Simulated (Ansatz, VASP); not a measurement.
Two plane-wave programs on KBr

The input POSCAR:

```
KBr
1.0
    3.9285402493      0.0000000000      0.0000000000
    0.0000000000      3.9285402493      0.0000000000
    0.0000000000      0.0000000000      3.9762553130
K Br
1 1
Direct
    0.0000000000      0.0000000000      0.0000000000
    0.5000000000      0.5000000000      0.5000000000
```

The input INCAR.step1:

```
ALGO = Normal
EDIFF = 1E-5
ENCUT = 520
GGA = PE
ISIF = 2
ISMEAR = 0
LASPH = True
LREAL = False
LWAVE = True
NBANDS = 15
NELM = 100
PREC = Accurate
SIGMA = 0.01
```

Contents of INCAR.step2:

```
ALGO = Normal
EDIFF = 1E-7
ENCUT = 520
GGA = PE
HFSCREEN = 0.2079
ISIF = 2
ISMEAR = 0
ISTART = 1
LASPH = True
LCHARG = True
LELF = True
LHFCALC = True
LREAL = False
LVHAR = True
LWAVE = False
NBANDS = 15
NELM = 100
PREC = Accurate
PRECFOCK = Normal
SIGMA = 0.01
```

File KPOINTS:

```
k-points
0
Gamma
  4 4 4
```

Input for Ansatz:

```yaml
crystal:
  lattice:
    - [3.9285402493, 0.0, 0.0]
    - [0.0, 3.9285402493, 0.0]
    - [0.0, 0.0, 3.976255313]
  atoms:
    - { symbol: K, position: [0.0, 0.0, 0.0] }
    - { symbol: Br, position: [0.5, 0.5, 0.5] }
kpoints:
  mp_grid: { grid: [4, 4, 4] }
  band_path:
    path:
      - [0.0, 0.0, 0.0]
      - [0.0, 0.5, 0.0]
      - [0.5, 0.5, 0.0]
      - [0.5, 0.5, 0.5]
      - [0.0, 0.5, 0.5]
    npoints: 1
hamiltonian:
  xc: hse06
scf:
  occupations: { method: fixed }
  n_extra_bands: 4
output:
  forces: true
  stress: true
  eigenvalues: true
```

Change from the starting cell: biaxial_xy strain -1.2%.

Alike in both runs: task single point; functional HSE06; k mesh 4 × 4 × 4; no spin polarisation.

|  | VASP | Ansatz |
| --- | --- | --- |
| version | VASP 6.6.1 | Ansatz 0.2.0 |
| potentials or method | VASP PAW PBE potentials, release 64 (K_sv, Br) | plane waves, PAW |
| plane-wave cutoff (eV) | 520 | 420 |
| occupations | gaussian, width 0.01 eV | fixed |
| valence electrons in the cell | 16 | 16 |

```tsv
	VASP	Ansatz	Ansatz less VASP
gap on the k mesh at the Fermi level (eV)	5.25	5.26	+0.003
pressure (GPa)	1.0	1.0	-0.02
largest component of the traceless stress (GPa)	0.33	0.33	+0.001
```

Ansatz warned: «stress_exchange_threshold_loose».

Caveats: the PAW data sets were made with another functional, which shifts forces and pressure a little (VASP). A k mesh can miss the band edges.
